The table follows a crystal of HgTe, computed with PBE, from slight tension to strong compression. Each atom keeps its four neighbours at the corners of a tetrahedron. The first 2 GPa above zero pressure reduce the volume by 4.97 %, while the whole step from 20 to 40 GPa takes away only another 8.92 % of the original volume (33.59 − 24.67). The problem is to find out why the crystal gives way less and less.

Zincblende HgTe (F-43m, 2 atoms in the cell), relaxed at each pressure at zero temperature with its symmetry kept. Changes are relative to the zero-pressure cell (conventional a = 6.652 Å, 36.80 Å³ per atom). Ansatz 0.2.0, PBE, plane-wave PAW, scalar-relativistic, no spin polarisation, cutoff 420 eV, Gaussian smearing 0.1 eV, k mesh 12×12×12 at zero pressure.

```tsv
pressure (GPa)	volume change (%)	a change (%)
-2	7.07	2.30
0	0.00	0.00
2	-4.97	-1.69
5	-10.47	-3.62
10	-16.74	-5.92
20	-24.67	-9.01
40	-33.59	-12.76
```

**(a)** A natural first answer is that the material itself does not change. Each GPa removes the same share of what is left, and since less is left, less is lost. How much of the trend does this explain?

**Solution.** Let $P$ be the pressure, $V$ the volume, $V_0$ the volume at zero pressure and $v=V/V_0$, which is one plus the "volume change" divided by 100. The stiffness against compression is the bulk modulus

$$B=-V\,\frac{dP}{dV}.$$

The share of the original volume lost per unit of pressure is then $-dv/dP=v/B$. It can fall for two reasons: $v$ shrinks, or $B$ grows. The first answer admits only the shrinking $v$.

The table separates the two. Between the step from 0 to 2 GPa and the step from 20 to 40 GPa, the loss per GPa falls by a factor of 5.6. The smaller volume accounts for a factor of 1.38, and the remaining factor of 4.05 is a rise in stiffness. The first answer thus names a real effect, but the minor one.

The error matters to anyone who takes a compressibility from low pressure and carries it upward. With constant $B$ the volume follows $v=e^{-P/B}$. The value that suits the rows up to 5 GPa best is 40.6 GPa, and at 40 GPa it gives $v=e^{-40/40.6}=0.37$. That would be a loss of 63 %, nearly twice the computed 33.59 %.

**(b)** The crystal must therefore become stiffer as it shrinks. One candidate for the cause is the kinetic energy of the valence electrons. Treat them as a uniform gas in a shrinking box, held together by electrostatic attraction. Does this stiffen the crystal fast enough?

**Solution.** Pressure measures an imbalance. At zero pressure the push of the repulsion and the pull of the attraction cancel. When the atoms move closer together both grow, and the outside pressure has to supply the difference. For a given attraction, the crystal stiffens faster the more steeply the repulsion grows.

Let $r$ be the distance between neighbours, so that $V$ is proportional to $r^3$. Give the repulsive energy the form $1/r^s$ and the attractive energy the Coulomb form $-1/r$. In terms of volume these go as $V^{-s/3}$ and $-V^{-1/3}$. With $P=-dE/dV$, where $E$ is the energy, and with the two terms balanced at $v=1$,

$$P=\frac{3B_0}{s-1}\left(v^{-1-s/3}-v^{-4/3}\right),$$

where $B_0$ is the stiffness at zero pressure. Differentiating once more gives the initial rise of stiffness with pressure,

$$\left.\frac{dB}{dP}\right|_{P=0}=\frac{s+7}{3}.$$

Electrons in a box have wavelengths that shrink with the box, and their kinetic energy goes as $1/r^2$. Hence $s=2$, and the stiffness should rise by 3 GPa for each GPa of pressure. The table allows a direct comparison. The mean stiffness is 29.3 GPa in the step from −2 to 0 GPa and 39.2 GPa in the step from 0 to 2 GPa. The middles of these steps lie 2 GPa apart, so the rise is about $(39.2-29.3)/2\approx5$ GPa per GPa.

The electron gas therefore gets the direction right and the strength wrong. The shortfall builds up on compression. Adjusted to the rows up to 5 GPa, this law asks for only 28 GPa to reach the volume that the calculation finds at 40 GPa. Something in the crystal resists closeness more sharply than a uniform gas does.

**(c)** Keep the same attraction, but let the repulsion be as steep as the weakly compressed crystal demands. Does the result hold under strong compression, and what could make the repulsion so steep?

**Solution.** The constants $s$ and $B_0$ were fitted to the four rows from −2 to 5 GPa, which gives $s\approx7.5$ and $B_0\approx34.6$ GPa. This law has one more adjustable number than the electron gas, so its good match to those four rows proves little. The test lies in the rows at 10, 20 and 40 GPa, which took no part in the fit.

Take the last of them, where $v=1-0.3359=0.6641$. The repulsive term has grown to $v^{-3.49}=4.18$ times its value at zero pressure, and the attractive term to $v^{-4/3}=1.73$ times. The prefactor is $3\times34.55/6.48=16.0$ GPa, so

$$P=16.0\times(4.18-1.73)\approx39\ \text{GPa}.$$

The calculation was set to 40 GPa, so the estimate is about 2 % low. The same comparison shows why the electron gas failed. Its repulsive term would have grown only to $v^{-5/3}=1.98$, hardly ahead of the attraction. Its prefactor is much larger, $3\times37.12=111$ GPa, but with so small a lead even that yields only 28 GPa.

Theory offers a reason for the steepness. Valence electrons do not move in an empty box, because each atom already holds filled shells, among them the outer d shell of mercury. The Pauli principle forbids electrons of the same spin to share a state. Where filled shells are pressed into the electron clouds of neighbouring atoms, the wave functions must therefore bend more sharply to stay distinct, and this costs kinetic energy.

In this picture the steepness comes from the shape of the clouds. The density of an atom falls off roughly exponentially at its edge, so a small approach increases the overlap by a large factor. The attraction comes from charges spread over whole atoms and bonds, and it should change more gently with distance. In the fitted law, shortening the bond from 2.88 to 2.51 Å, by only about an eighth, roughly triples the repulsive energy but raises the attractive energy by only about a seventh.

The fitted law also describes the row under tension, which was one of the four rows used to adjust it. When the atoms are drawn apart, the steep repulsion fades faster than the attraction, and the crystal softens. This is why 2 GPa of tension swells the volume by 7.07 %, whereas 2 GPa of pressure shrinks it by only 4.97 %. Constant stiffness would make these two changes nearly equal.

The numbers decide between the explanations only up to a point. They show that shrinking volume is the minor cause, and that a repulsion as gentle as $1/r^2$ is too weak when set against a Coulomb-like attraction. That the steep part is overlap of electron clouds is argued from theory, since the volumes do not divide the energy into its parts.

The exponent should not be read as a property of the Hg–Te bond. It depends on the form chosen for the attraction, which is a simplification for a largely covalent crystal. It is also sensitive to small errors near zero pressure. The relaxed cells miss their set pressures by a few hundredths of a GPa, and correcting for this moves $s$ from 7.5 to 8.5. The estimate for the last row then becomes 42 GPa, about 4 % too high instead of 2 % too low.

Two limits concern the real material. HgTe leaves this structure at roughly 1 to 2 GPa. The row at 2 GPa is therefore at or beyond the limit, and the rows from 5 GPa upward describe a crystal held in zincblende form by the symmetry kept in the calculation. They show how such bonds respond to squeezing, and they should not be used as volumes of a real sample. PBE also tends to make this lattice somewhat too large and too soft, which affects the absolute stiffness more than the reason for its rise.

For a neighbouring crystal, the formula suggests a simple way to think. Apart from the exponent, the volume depends only on the ratio $P/B_0$. Zincblende ZnS has shorter bonds and is known to be considerably stiffer. If its repulsion is similarly steep, its curve should have much the same shape, stretched towards higher pressure. At equal pressure it would have lost less volume, and its stiffness would have risen by a smaller factor.

The output below gives the stiffness in each step and the pressure that each of the three laws asks for.

Output of the analysis:

```
fall of volume loss per GPa, step 0-2 over step 20-40 GPa (factor): 5.572
rise of mean stiffness between the same steps (factor): 4.045
part of the fall left to the shrinking volume (factor): 1.377
rise of stiffness per GPa near zero pressure, from the two steps around it (GPa per GPa): 4.978
stiffness in the constant-stiffness law (GPa): 40.6
zero-pressure stiffness in the electron-gas law (GPa): 37.12
fit of p on 4 rows (p <= 5): coefficient of 3*(v**(-1-s/3) - v**(-4/3))/(s-1) 34.55 +/- 0.034, s 7.483; rms 0.00404, worst 2 -0.0073, leave-one-out rms 0.0211
  rows outside the fit (model, value, miss): 10 9.913, 10, -0.0866; 20 19.7, 20, -0.304; 40 39.23, 40, -0.768
initial rise of stiffness in the steep law (GPa per GPa): 4.828
fit of prel on 4 rows (p <= 5): coefficient of 3*(v**(-1-s/3) - v**(-4/3))/(s-1) 34.02 +/- 0.025, s 8.475; rms 0.00296, worst 2 -0.00492, leave-one-out rms 0.0162
  rows outside the fit (model, value, miss): 10 10.08, 10.02, 0.0688; 20 20.43, 20.03, 0.398; 40 41.78, 40.03, 1.75
the same with the pressures actually reached (GPa per GPa): 5.158
Steps and pressures that each law asks for at the computed volume:
  row  bond (A)  loss in step (% per GPa)  stiffness in step (GPa)  constant stiffness (GPa)  electron gas (GPa)  steep repulsion (GPa)
   -2     2.947                       n/a                      n/a                    -2.773              -2.289                 -2.003
    0      2.88                     3.535                    29.28                         0                   0                      0
    2     2.832                     2.485                    39.23                      2.07               2.042                  1.993
    5     2.776                     1.833                    50.32                      4.49               4.846                  5.002
   10      2.71                     1.254                    68.87                     7.438               8.952                  9.913
   20     2.621                     0.793                    99.91                      11.5               16.09                   19.7
   40     2.513                     0.446                    158.7                     16.62               28.09                  39.23
```
